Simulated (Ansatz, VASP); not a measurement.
# Bi in VASP and in Ansatz

```
CELL_PARAMETERS angstrom
-1.98143 1.98143 1.98143
1.98143 -1.98143 1.98143
1.98143 1.98143 -1.98143
ATOMIC_POSITIONS crystal
Bi 0.00000 0.00000 0.00000
```

This isn't the form of Bi at room conditions, which is rhombohedral.

Alike in both runs: functional RPBE; k mesh 9 × 9 × 9; occupations fermi-dirac, width 0.05 eV; no spin polarisation.

```csv
,VASP,Ansatz
version,VASP 6.6.1,Ansatz 0.2.0
potentials or method,"VASP PAW PBE potentials, release 64 (Bi_d)",Ansatz PAW
plane-wave cutoff (eV),520,420
valence electrons in the cell,15,15
task,single point,band structure
```

|  | VASP | Ansatz | Ansatz less VASP |
| --- | --- | --- | --- |
| gap on the k mesh at the Fermi level (eV) | none | none | - |
| pressure (GPa) | 2.2 | 2.3 | +0.04 |

A gap of «none» marks a metal or a gap that the smearing closes.

Caveats: spin-orbit coupling is left out, which moves the levels of the heavy elements; the PAW data sets were made with another functional, which shifts forces and pressure a little (VASP); the PAW data sets come from PBE, with cores solved anew for the run's functional, which leaves a small shift of forces and pressure (Ansatz).
